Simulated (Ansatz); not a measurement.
# CdTe: how the settings move a relaxation

Question: which choices in the input matter for CdTe?

The COD entry's cell or inner coordinates are ideal or old and differ from later refinements, so a difference from it is no clean test against experiment.

Program: Ansatz 0.2.0. Level of theory: reference: DFT, PBEsol, PAW with Ansatz's default frozen-core files, scalar-relativistic; relaxation of cell and atoms. These are calculated values, not measurements.

1 further run of the same task is left out (set aside as unsound or not needed). Runs told in other sessions of the task aren't counted.

## (1) The system as given

It takes space group F-43m (No. 216, cubic). The conventional cell has a = 6.410 Å, b = 6.410 Å, c = 6.410 Å, α = 90.00°, β = 90.00°, γ = 90.00°. Cd (site symmetry -43m) is surrounded by 4 Te at 2.78 Å. Te (site symmetry -43m) is surrounded by 4 Cd at 2.78 Å.

Coordinates:

```cif
data_structure
_symmetry_space_group_name_H-M 'F-43m'
_symmetry_Int_Tables_number 216
_cell_length_a 6.4100
_cell_length_b 6.4100
_cell_length_c 6.4100
_cell_angle_alpha 90.000
_cell_angle_beta 90.000
_cell_angle_gamma 90.000
_cell_volume 263.37
loop_
_atom_site_label
_atom_site_type_symbol
_atom_site_symmetry_multiplicity
_atom_site_Wyckoff_symbol
_atom_site_fract_x
_atom_site_fract_y
_atom_site_fract_z
_atom_site_occupancy
Cd1 Cd 4 a 0.00000 0.00000 0.00000 1
Te1 Te 4 c 0.25000 0.25000 0.25000 1
```

## (2) The reference run

input.yaml reads:

```yaml
crystal:
  lattice:
    - [0.0, 3.205, 3.205]
    - [3.205, 0.0, 3.205]
    - [3.205, 3.205, 0.0]
  atoms:
    - { symbol: Cd, position: [0.0, 0.0, 0.0] }
    - { symbol: Te, position: [0.75, 0.75, 0.75] }
kpoints:
  mp_grid: { grid: [10, 10, 10] }
scf:
  occupations: { method: fermi_dirac, width: 0.1 }
hamiltonian:
  xc: pbesol
  pseudopotentials: { kind: paw }
relax:
  f_tol: 0.002
  max_steps: 80
  cell: {}
output:
  forces: true
  stress: true
```

On the command line:

```
> ansatz run input.yaml --threads 1 --pin off --max-ram 3072MiB --backend cpu --events-out ev --progress --plain --runs-dir out
```

From the output:

```text
[...]
Basis set: ecut = 420 eV, 1243 PW (Γ), exchange–correlation on 64×64×64 points (8 copies of the dense FFT grid, shifted against one another)
[...]
k-points: 47 of 1000 (time reversal used)
[...]
SCF iter   1: F=—  HF=-15086.335598 eV  |F-HF|=—  |Δ(HF+E_count)|=         —  Δρ=3.92e-3  dr2=1.30e-2  ethr=1.77e-3  ⟨swp⟩=5.9  Hψ=4818  notcnv=0
preconditioner: auto → none  [insulator: Δε(μ)=0.730 eV  Ē_g=11.429 eV  σ=0.100 eV  W_gap=0.90  n_scr=14 (ndim 8)  ℏωp=19.4 eV  f_vac=0.179  D(μ)=0.00/eV (n_scr^D=0)  ε∞_Penn≈3.9]
SCF iter   2: F=—  HF=-15086.331431 eV  |F-HF|=—  |Δ(HF+E_count)|=   4.17e-3  Δρ=9.37e-4  dr2=3.28e-4  ethr=3.62e-5  ⟨swp⟩=2.0  Hψ=1853  notcnv=0
[...]
relax step   1: F+E_penalty+E_count = -15086.33166918 eV  Δ(F+E_penalty+E_count) = +0.000e0 eV  max|allowed force component| = 9.021e-17 eV/Å  Δτ_max = 0.0000 Å  P = +1.665 GPa  Ω = 65.844 Å³  (6 SCF iters, dr2 threshold 1.00e-7 eV, accepted)
[...]
Basis set: ecut = 420 eV, 1363 PW (Γ), exchange–correlation on 64×64×64 points (8 copies of the dense FFT grid, shifted against one another)
[...]
relax step   2: F+E_penalty+E_count = -15086.33962251 eV  Δ(F+E_penalty+E_count) = -7.953e-3 eV  max|allowed force component| = 4.019e-17 eV/Å  Δτ_max = 0.0000 Å  P = -0.819 GPa  Ω = 69.770 Å³  energy of the carried Pulay correction = -7.161e-4 eV  (5 SCF iter
[...]
relax step   3: F+E_penalty+E_count = -15086.34361379 eV  Δ(F+E_penalty+E_count) = -3.991e-3 eV  max|allowed force component| = 3.556e-17 eV/Å  Δτ_max = 0.0000 Å  P = -0.060 GPa  Ω = 68.424 Å³  energy of the carried Pulay correction = -4.757e-4 eV  (4 SCF iter
[...]
relax step   4: F+E_penalty+E_count = -15086.34365111 eV  Δ(F+E_penalty+E_count) = -3.732e-5 eV  max|allowed force component| = 2.920e-17 eV/Å  Δτ_max = 0.0000 Å  P = +0.002 GPa  Ω = 68.321 Å³  energy of the carried Pulay correction = -4.570e-4 eV  (4 SCF iter
[...]
SCF iter   6: F=—  HF=-15086.344090 eV  |F-HF|=—  |Δ(HF+E_count)|=   2.39e-8  Δρ=2.00e-7  dr2=2.20e-11  ethr=1.00e-12  ⟨swp⟩=2.0  Hψ=1442  notcnv=0
SCF iter   7: F=-15086.344090 eV  HF=-15086.344090 eV  |F-HF|=0.00e0  |Δ(HF+E_count)|=  2.51e-10  Δρ=1.62e-8  dr2=2.30e-13  ethr=1.00e-12  ⟨swp⟩=6.0  Hψ=4198  notcnv=0
[...]
relax step   5: F+E_penalty+E_count = -15086.34409007 eV  Δ(F+E_penalty+E_count) = -4.390e-4 eV  max|allowed force component| = 3.759e-17 eV/Å  Δτ_max = 0.0000 Å  P = -0.002 GPa  Ω = 68.321 Å³  stress off target by 1.96e-3 GPa  SCF on the basis re-selected at 
[...]
SCF converged after 7 iterations
Free energy (F): -15086.344090 eV
[...]
E sigma→0 (E₀):  -15086.343942 eV
[...]
Fermi energy:    7.737807 eV
[...]
  P = ⅓ Tr σ = -0.0020 GPa (-0.020 kbar)
--- Relaxed structure (4 steps of the walk, 4 accepted, 1 SCFs on fresh bases) ---
[...]
```

Run time: 27 s. Hardware: 1 thread of Arm Neoverse V2, shared host; peak memory 0.39 GiB.

## (3) A run with other settings

Changes to input.yaml since step 2:

```diff
@@ -9,5 +9,5 @@
 kpoints:
-  mp_grid: { grid: [10, 10, 10] }
+  mp_grid: { grid: [6, 6, 6] }
 scf:
-  occupations: { method: fermi_dirac, width: 0.1 }
+  occupations: { method: fixed }
 hamiltonian:
@@ -16,5 +16,6 @@
 relax:
-  f_tol: 0.002
+  f_tol: 0.005
   max_steps: 80
   cell: {}
+  max_displacement: 0.5
 output:
```

On the command line:

```
> ansatz run input.yaml --threads 1 --pin off --max-ram 3072MiB --backend cpu --events-out ev --progress --plain --runs-dir out
```

Log:

```text
Engine: ansatz 0.2.0
Pseudopotentials: kind: paw
Pseudopotential: Cd, paw, valence charge 20, recommended cutoff 420 eV (normal), Cd.paw.azcp
Pseudopotential: Te, paw, valence charge 16, recommended cutoff 420 eV (normal), Te.paw.azcp
Functional definition: PBEsol
  exchange = pbesol_x
  correlation = pbesol_c
Crystal: 2 atoms, lattice volume = 65.844 Å³
Basis set: ecut = 420 eV, 1243 PW (Γ), exchange–correlation on 64×64×64 points (8 copies of the dense FFT grid, shifted against one another)
Bands: 22, of which v1, the nominal top of the filled ones, is band 18 counted from 1 (17 counted from 0)
Symmetry: 24 space group operations
Space group: F-43m (ITA 216), of the structure as read, at distance tolerance 4.0e-5 Å
k-points: 16 of 216 (time reversal used)
Non-local potential: Cd, projectors of the file, l = 0: 3, l = 1: 2, l = 2: 2, l = 3: 1
Non-local potential: Te, projectors of the file, l = 0: 2, l = 1: 2, l = 2: 2, l = 3: 2
PAW form: soft (Blöchl's): semilocal exchange-correlation on the pseudo side does not see the compensation charge
PAW frozen core: Cd, regenerated for the run's functional, and the local potential with it (the file was generated under x = pbe(κ = 0.804, μ = 0.2195149727645171), c = pbe(β = 0.06672455060314922))
PAW frozen core: Te, regenerated for the run's functional, and the local potential with it (the file was generated under x = pbe(κ = 0.804, μ = 0.2195149727645171), c = pbe(β = 0.06672455060314922))
PAW one-centre angular grid: Cd, 590 points (default); XC on 64 Gauss nodes
PAW one-centre angular grid: Te, 590 points (default); XC on 64 Gauss nodes
Initial density: superposition of atomic densities (neutral atoms: chi_scale 0, normalization atom), corrected by the library's trained network
Initial wavefunctions: pseudopotential atomic-orbital guess
Functional: x = pbesol(κ = 0.804, μ = 0.12345679012345678), c = pbesol(β = 0.046)
SCF iter   1: F=—  HF=-15086.328236 eV  |F-HF|=—  |Δ(HF+E_count)|=         —  Δρ=3.80e-3  dr2=1.19e-2  ethr=1.77e-3  ⟨swp⟩=4.9  Hψ=1366  notcnv=0  defer=28
preconditioner: auto → none  [insulator: Δε(μ)=0.730 eV  Ē_g=11.431 eV  n_scr=14 (ndim 8)  ℏωp=19.4 eV  f_vac=0.179  ε∞_Penn≈3.9]
SCF iter   2: F=—  HF=-15086.324374 eV  |F-HF|=—  |Δ(HF+E_count)|=   3.86e-3  Δρ=9.11e-4  dr2=3.06e-4  ethr=3.31e-5  ⟨swp⟩=3.9  Hψ=828  notcnv=0  defer=28
SCF iter   3: F=—  HF=-15086.324525 eV  |F-HF|=—  |Δ(HF+E_count)|=   1.51e-4  Δρ=4.29e-4  dr2=7.78e-5  ethr=8.49e-7  ⟨swp⟩=2.0  Hψ=513  notcnv=0  defer=28
SCF iter   4: F=—  HF=-15086.324582 eV  |F-HF|=—  |Δ(HF+E_count)|=   5.75e-5  Δρ=1.95e-4  dr2=2.51e-5  ethr=2.16e-7  ⟨swp⟩=2.1  Hψ=530  notcnv=0  defer=24
SCF iter   5: F=—  HF=-15086.324578 eV  |F-HF|=—  |Δ(HF+E_count)|=   4.52e-6  Δρ=2.23e-5  dr2=2.10e-7  ethr=6.97e-8  ⟨swp⟩=2.1  Hψ=493  notcnv=0  defer=25
SCF iter   6: F=-15086.324578 eV  HF=-15086.324578 eV  |F-HF|=9.15e-9  |Δ(HF+E_count)|=   2.72e-7  Δρ=5.65e-6  dr2=1.36e-8  ethr=2.78e-10  ⟨swp⟩=5.0  Hψ=1259  notcnv=0
SCF 1 converged in 6 iterations: F = -15086.324578 eV  dr2 = 1.36e-8
relax step   1: F+E_penalty+E_count = -15086.32457800 eV  Δ(F+E_penalty+E_count) = +0.000e0 eV  max|allowed force component| = 9.368e-17 eV/Å  Δτ_max = 0.0000 Å  P = +1.687 GPa  Ω = 65.844 Å³  (6 SCF iters, dr2 threshold 1.00e-7 eV, accepted)
Crystal: 2 atoms, lattice volume = 69.822 Å³
Basis set: ecut = 420 eV, 1363 PW (Γ), exchange–correlation on 64×64×64 points (8 copies of the dense FFT grid, shifted against one another)
Initial density: handed on by an earlier stage of this run
Initial wavefunctions: those handed on with the density
iter 1 solved again at ethr=2.22e-6 eV; its pass at ethr=3.10e-3 eV (dr2=7.97e-4 eV) is discarded
SCF iter   1: F=—  HF=-15086.332750 eV  |F-HF|=—  |Δ(HF+E_count)|=         —  Δρ=1.27e-3  dr2=1.01e-3  ethr=2.22e-6  ⟨swp⟩=2.1  Hψ=1843  notcnv=0  defer=13
automatic band count: iteration 1 solves 21 bands in place of 22: the levels show a gap, and the empty bands left out lie too high to hold charge; the band table lists the bands solved (type scf.n_extra_bands for more)
preconditioner: auto → none  [insulator: Δε(μ)=0.591 eV  Ē_g=10.652 eV  n_scr=14 (ndim 8)  ℏωp=18.9 eV  f_vac=0.196  ε∞_Penn≈4.1]
SCF iter   2: F=—  HF=-15086.332672 eV  |F-HF|=—  |Δ(HF+E_count)|=   7.85e-5  Δρ=4.45e-4  dr2=1.65e-4  ethr=2.22e-6  ⟨swp⟩=2.0  Hψ=497  notcnv=0  defer=13
SCF iter   3: F=—  HF=-15086.332694 eV  |F-HF|=—  |Δ(HF+E_count)|=   2.26e-5  Δρ=2.31e-4  dr2=3.06e-5  ethr=4.58e-7  ⟨swp⟩=2.0  Hψ=499  notcnv=0  defer=6
SCF iter   4: F=—  HF=-15086.332690 eV  |F-HF|=—  |Δ(HF+E_count)|=   4.47e-6  Δρ=4.60e-5  dr2=1.35e-6  ethr=8.49e-8  ⟨swp⟩=2.0  Hψ=608  notcnv=0  defer=7
SCF iter   5: F=-15086.332690 eV  HF=-15086.332690 eV  |F-HF|=1.29e-7  |Δ(HF+E_count)|=   9.15e-8  Δρ=1.40e-5  dr2=1.04e-7  ethr=5.56e-10  ⟨swp⟩=5.0  Hψ=1245  notcnv=0
SCF 2 converged in 5 iterations: F = -15086.332690 eV  dr2 = 1.04e-7
relax step   2: F+E_penalty+E_count = -15086.33269008 eV  Δ(F+E_penalty+E_count) = -8.112e-3 eV  max|allowed force component| = 1.908e-17 eV/Å  Δτ_max = 0.0000 Å  P = -0.833 GPa  Ω = 69.822 Å³  energy of the carried Pulay correction = -7.281e-4 eV  (5 SCF iters, dr2 threshold 2.00e-7 eV, accepted)
Crystal: 2 atoms, lattice volume = 68.455 Å³
iter 1 solved again at ethr=2.70e-7 eV; its pass at ethr=3.10e-3 eV (dr2=9.71e-5 eV) is discarded
SCF iter   1: F=—  HF=-15086.336827 eV  |F-HF|=—  |Δ(HF+E_count)|=         —  Δρ=4.08e-4  dr2=1.03e-4  ethr=2.70e-7  ⟨swp⟩=2.0  Hψ=1810  notcnv=0  defer=13
automatic band count: iteration 1 solves 21 bands in place of 22: the levels show a gap, and the empty bands left out lie too high to hold charge; the band table lists the bands solved (type scf.n_extra_bands for more)
preconditioner: auto → none  [insulator: Δε(μ)=0.639 eV  Ē_g=10.718 eV  n_scr=14 (ndim 8)  ℏωp=19.0 eV  f_vac=0.180  ε∞_Penn≈4.2]
SCF iter   2: F=—  HF=-15086.336813 eV  |F-HF|=—  |Δ(HF+E_count)|=   1.44e-5  Δρ=1.44e-4  dr2=1.61e-5  ethr=2.70e-7  ⟨swp⟩=2.0  Hψ=569  notcnv=0  defer=13
SCF iter   3: F=—  HF=-15086.336814 eV  |F-HF|=—  |Δ(HF+E_count)|=   1.05e-6  Δρ=6.42e-5  dr2=2.08e-6  ethr=4.47e-8  ⟨swp⟩=2.0  Hψ=480  notcnv=0  defer=13
SCF iter   4: F=-15086.336814 eV  HF=-15086.336814 eV  |F-HF|=5.01e-8  |Δ(HF+E_count)|=   3.39e-7  Δρ=1.29e-5  dr2=1.02e-7  ethr=5.56e-10  ⟨swp⟩=3.9  Hψ=1487  notcnv=0
SCF 3 converged in 4 iterations: F = -15086.336814 eV  dr2 = 1.02e-7
relax step   3: F+E_penalty+E_count = -15086.33681374 eV  Δ(F+E_penalty+E_count) = -4.124e-3 eV  max|allowed force component| = 3.643e-17 eV/Å  Δτ_max = 0.0000 Å  P = -0.061 GPa  Ω = 68.455 Å³  energy of the carried Pulay correction = -4.827e-4 eV  (4 SCF iters, dr2 threshold 2.00e-7 eV, accepted)
Crystal: 2 atoms, lattice volume = 68.349 Å³
iter 1 solved again at ethr=7.21e-9 eV; its pass at ethr=3.10e-3 eV (dr2=2.60e-6 eV) is discarded
SCF iter   1: F=—  HF=-15086.336853 eV  |F-HF|=—  |Δ(HF+E_count)|=         —  Δρ=3.24e-5  dr2=7.38e-7  ethr=7.21e-9  ⟨swp⟩=2.9  Hψ=1658  notcnv=0  defer=12
automatic band count: iteration 1 solves 21 bands in place of 22: the levels show a gap, and the empty bands left out lie too high to hold charge; the band table lists the bands solved (type scf.n_extra_bands for more)
preconditioner: auto → none  [insulator: Δε(μ)=0.645 eV  Ē_g=10.726 eV  n_scr=14 (ndim 8)  ℏωp=19.1 eV  f_vac=0.182  ε∞_Penn≈4.2]
SCF iter   2: F=—  HF=-15086.336852 eV  |F-HF|=—  |Δ(HF+E_count)|=   4.31e-7  Δρ=1.44e-5  dr2=1.48e-7  ethr=2.05e-9  ⟨swp⟩=2.0  Hψ=420  notcnv=0  defer=12
SCF iter   3: F=—  HF=-15086.336853 eV  |F-HF|=—  |Δ(HF+E_count)|=   7.09e-8  Δρ=4.43e-6  dr2=2.18e-8  ethr=4.11e-10  ⟨swp⟩=2.0  Hψ=480  notcnv=0  defer=12
SCF iter   4: F=-15086.336853 eV  HF=-15086.336853 eV  |F-HF|=4.31e-10  |Δ(HF+E_count)|=   2.46e-9  Δρ=1.50e-6  dr2=1.31e-9  ethr=2.59e-11  ⟨swp⟩=5.0  Hψ=1219  notcnv=0
SCF 4 converged in 4 iterations: F = -15086.336853 eV  dr2 = 1.31e-9
relax step   4: F+E_penalty+E_count = -15086.33685254 eV  Δ(F+E_penalty+E_count) = -3.881e-5 eV  max|allowed force component| = 3.498e-17 eV/Å  Δτ_max = 0.0000 Å  P = +0.002 GPa  Ω = 68.349 Å³  energy of the carried Pulay correction = -4.635e-4 eV  (4 SCF iters, dr2 threshold 9.31e-9 eV, accepted)
Initial wavefunctions: pseudopotential atomic-orbital guess (no wavefunctions were taken with the density)
iter 1 solved again at ethr=1.06e-7 eV; its pass at ethr=3.10e-3 eV (dr2=3.83e-5 eV) is discarded
SCF iter   1: F=—  HF=-15086.336553 eV  |F-HF|=—  |Δ(HF+E_count)|=         —  Δρ=2.50e-4  dr2=1.37e-6  ethr=1.06e-7  ⟨swp⟩=3.9  Hψ=2301  notcnv=0  defer=29
preconditioner: auto → none  [insulator: Δε(μ)=0.646 eV  Ē_g=11.307 eV  n_scr=14 (ndim 8)  ℏωp=19.1 eV  f_vac=0.182  ε∞_Penn≈3.8]
SCF iter   2: F=—  HF=-15086.337109 eV  |F-HF|=—  |Δ(HF+E_count)|=   5.56e-4  Δρ=1.24e-4  dr2=3.06e-7  ethr=3.80e-9  ⟨swp⟩=2.5  Hψ=633  notcnv=0  defer=24
SCF iter   3: F=—  HF=-15086.337283 eV  |F-HF|=—  |Δ(HF+E_count)|=   1.74e-4  Δρ=2.47e-5  dr2=5.89e-8  ethr=8.49e-10  ⟨swp⟩=2.1  Hψ=533  notcnv=0  defer=24
SCF iter   4: F=—  HF=-15086.337289 eV  |F-HF|=—  |Δ(HF+E_count)|=   5.97e-6  Δρ=6.71e-6  dr2=7.13e-9  ethr=1.64e-10  ⟨swp⟩=2.2  Hψ=627  notcnv=0  defer=25
SCF iter   5: F=—  HF=-15086.337289 eV  |F-HF|=—  |Δ(HF+E_count)|=   3.75e-7  Δρ=1.58e-6  dr2=3.83e-10  ethr=1.98e-11  ⟨swp⟩=2.1  Hψ=481  notcnv=0  defer=25
SCF iter   6: F=—  HF=-15086.337289 eV  |F-HF|=—  |Δ(HF+E_count)|=   2.58e-8  Δρ=2.15e-7  dr2=2.19e-11  ethr=1.06e-12  ⟨swp⟩=2.0  Hψ=496  notcnv=0  defer=25
SCF iter   7: F=-15086.337289 eV  HF=-15086.337289 eV  |F-HF|=5.46e-12  |Δ(HF+E_count)|=  3.24e-10  Δρ=1.78e-8  dr2=2.95e-13  ethr=1.00e-12  ⟨swp⟩=6.1  Hψ=1419  notcnv=0
SCF 5 converged in 7 iterations: F = -15086.337289 eV  dr2 = 2.95e-13
relax step   5: F+E_penalty+E_count = -15086.33728896 eV  Δ(F+E_penalty+E_count) = -4.364e-4 eV  max|allowed force component| = 3.845e-17 eV/Å  Δτ_max = 0.0000 Å  P = -0.002 GPa  Ω = 68.349 Å³  stress off target by 2.14e-3 GPa  SCF on the basis re-selected at this cell (its energy is not comparable with the rows above)  (7 SCF iters)
basis re-selected at this cell: Δ(F+E_penalty+E_count) = -4.364e-4 eV, ΔP = -0.004 GPa vs the last step (what re-selecting the basis moved, of the pressure what is left beyond the Pulay correction that the steps carried, after the strain that the cell walked since its last selection, with what the two solves' SCF thresholds leave and, on support functions, any second-order correction that the steps lacked; it is no measure of the basis error at this ecutwfc). This SCF's stress stands 2.14e-3 GPa from its target on what of the cell is left free (relax.cell.stress_tol is 5.00e-2 GPa) and its largest allowed force component is 3.85e-17 eV/Å (relax.f_tol is 5.00e-3 eV/Å): within both
SCF converged after 7 iterations
Free energy (F): -15086.337289 eV
Harris-Foulkes:  -15086.337289 eV  (|F-HF|=5.46e-12)
Internal energy: -15086.337289 eV  (E = F + TS)
E sigma→0 (E₀):  -15086.337289 eV
Fermi energy:    7.263391 eV
--- Per-component energies (eV) ---
  E_band       = -795.263062
  E_kinetic    = 685.737853
  E_local      = -5432.161034  (includes V_loc(G=0)·N_el)
  E_nonlocal   = -271.187977
  E_hartree    = 2733.896034
  E_xc         = -298.580093
  E_vxc        = -324.910612  (∫ρ·V_xc dr)
  E_paw        = -8598.935699  (= ΣΔE_a)
  E_vpaw       = -920.533198  (= ΣTr[D̂ρ^β])
  E_aug_tail   = -0.000163  (compensation charges beyond the density's cutoff)
  E_ewald      = -3905.822984
  E_core_change = 0.716775  (= ΣΔE_core)
  E_smearing   = -0.000000  (= −TS)
  E_closure    = 0.000000  (closes the sum)
  Σ components = -15086.337289   (vs F -15086.337289, Δ=0.00e0)
--- Forces (eV/Å), atoms counted from 1 ---
  atom   1  Cd    -0.00000000     0.00000000     0.00000000
  atom   2  Te     0.00000000    -0.00000000    -0.00000000
  max |Σ_I F_I| component: 6.19e-17 eV/Å
--- Stress (GPa, compression-positive) ---
       -0.002140      -0.000000      -0.000000
       -0.000000      -0.002140       0.000000
       -0.000000       0.000000      -0.002140
  P = ⅓ Tr σ = -0.0021 GPa (-0.021 kbar)
--- Relaxed structure (4 steps of the walk, 4 accepted, 1 SCFs on fresh bases) ---
  F+E_penalty+E_count = -15086.33728896 eV   max|allowed force component| = 3.845e-17 eV/Å   (the final SCF, on the basis selected at the relaxed cell)
  cell:  # Å, volume = 68.3490 Å³
    - [1.936241372500324e-33, 3.245144170810726, 3.245144170810726]
    - [3.245144170810726, 6.21635388013262e-33, 3.245144170810726]
    - [3.245144170810726, 3.245144170810726, 9.783114303159531e-33]
  atoms:
    - { symbol: Cd, position: [1.071630286268509e-33, -1.031569340987443e-33, -1.2519045400333049e-33] }
    - { symbol: Te, position: [0.7500000000000001, 0.7500000000000001, 0.7500000000000001] }
```

It took 9.4 s on 1 thread of Arm Neoverse V2, shared host; peak memory 0.33 GiB.

## (4) A look at that input

This run ends as converged. That alone doesn't make the input a sound one.

Fixed occupations are right only where a gap separates filled from empty bands at every k-point. This system has one (0.65 eV on the mesh), so they are sound here.

The occupations need no remedy; a run with other occupations serves as a check.

Changing the k-point mesh, smearing, convergence setting and walk settings moves the energy by +3.3 meV/atom (σ→0 values). More than one kind of setting changed, and this run alone doesn't tell their shares apart.

## (5) Side by side

| run | ending | energy change | pressure (GPa) | gap (eV) | force (eV/Å) | cycles | time |
| --- | --- | --- | --- | --- | --- | --- | --- |
| reference | converged | 0 | 0.0 | 0.65 | 0.00 | 26 | 27 s |
| 1: mp_grid.grid [6, 6, 6], occupations.method fixed, f_tol 0.005, max_displacement 0.5 | converged | +3.3 meV/atom (σ→0) | 0.0 | 0.65 | 0.00 | 26 | 9.4 s |

**Reading.** Changing the k-point mesh, smearing, convergence setting and walk settings moves the energy by +3.3 meV/atom (σ→0 values). More than one kind of setting changed, and this run alone doesn't tell their shares apart. The gap of the reference lacks spin-orbit coupling, though the cell holds Te.
